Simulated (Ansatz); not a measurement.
## Phonons of CsCl (Pm-3m)

```yaml
crystal:
  lattice:
    - [3.96923, 0.00000, 0.00000]
    - [0.00000, 3.96923, 0.00000]
    - [0.00000, 0.00000, 3.96923]
  atoms:
    - { symbol: Cs, position: [0.00000, 0.00000, 0.00000] }
    - { symbol: Cl, position: [0.50000, 0.50000, 0.50000] }
```

Unless marked otherwise, the numbers come from LDA, all-electron LAPW in Ansatz 0.2.0, scalar-relativistic. k mesh 6×6×6, fixed occupations, basis error target 0.5 meV/atom. The cell was relaxed by PAW under this functional, which moved its volume by -11 % from the database entry's.

Atoms are displaced by 0.01 Å in the smallest supercells that hold the wave vectors of a 2×2×2 mesh. Negative values stand for unstable modes. The zone centre has no LO-TO term.

Problem. What are the phonon energies at the solved wave vectors, in meV?

Solution. 

```
                q  point                          modes (meV)
0.000 0.000 0.000  Gamma                           13.79 (×3)
0.500 0.000 0.000      X  5.83 (×2), 11.02, 13.40 (×2), 19.58
0.500 0.500 0.000      M   5.22, 7.59 (×2), 12.24, 16.20 (×2)
0.500 0.500 0.500      R                8.46 (×3), 16.55 (×3)
```

Problem. Is the structure dynamically stable at these wave vectors?

Solution. Yes, no mode is unstable there; wave vectors off this mesh aren't tested.

Problem. How do the optical zone-centre modes decompose, and which are active?

Solution. Point group m-3m: Γ_opt = T1u.

| label | meV | activity | mostly |
| --- | --- | --- | --- |
| T1u | 13.79 | IR | Cl (79 %) |

Problem. How well do frozen-core PAW files reproduce these all-electron values?

Solution. With a cutoff of 420 eV and displacements of 0.0025 Å, the r.m.s. difference over the modes is 0.0 cm⁻¹; the largest difference is 111.2 (PAW) against 111.3 cm⁻¹ (LAPW).

Problem. The cell is scaled evenly to 61.596 and 63.472 Å³ (from 62.534), with free atoms relaxed and the shape held. What are the mode Grüneisen parameters γ = −d ln ω/d ln V?

Solution. For the highest mode, 161.4 cm⁻¹ in the small cell and 154.5 in the large one give γ ≈ 1.46. From the change of the dynamical matrix on each mode:

```json
{"point": "Gamma", "cm⁻¹": "111.3", "γ": "2.87"}
{"point": "X", "cm⁻¹": "47.0", "γ": "3.19"}
{"point": "X", "cm⁻¹": "88.9", "γ": "1.49"}
{"point": "X", "cm⁻¹": "108.1", "γ": "2.81"}
{"point": "X", "cm⁻¹": "157.9", "γ": "1.46"}
{"point": "M", "cm⁻¹": "42.1", "γ": "3.56"}
{"point": "M", "cm⁻¹": "61.2", "γ": "0.44"}
{"point": "M", "cm⁻¹": "98.8", "γ": "3.05"}
{"point": "M", "cm⁻¹": "130.7", "γ": "2.35"}
{"point": "R", "cm⁻¹": "68.2", "γ": "2.12"}
{"point": "R", "cm⁻¹": "133.5", "γ": "2.04"}
```

Weighted by the modes' heat capacities at 300 K, the mean on this mesh is 2.28; it moves with the q mesh, and a coarse one overweights the zone boundary.

Problem. Linear response on PAW files adds the field. What are the dielectric tensor, the Born charges and the LO shift?

Solution. ε∞ = (3.16, 3.16, 3.16) along x, y, z with local fields. Born charges (xx, yy, zz): Cs1 (1.35, 1.35, 1.35); Cl2 (-1.35, -1.35, -1.35). The highest zone-centre mode lies at 111.2 cm⁻¹ without the macroscopic field and at 169.2 cm⁻¹ with it, for q along x. Lyddane-Sachs-Teller then gives ε₀ = ε∞ (ω_LO/ω_TO)² = 7.31. With the ions free to follow the field, the program's ε₀ is (7.31, 7.31, 7.31).

Keep in mind: the frozen-core PAW files of the compared runs were fitted under PBE, their cores solved anew for this functional; semilocal gaps are low, and ε∞ tends to come out large.
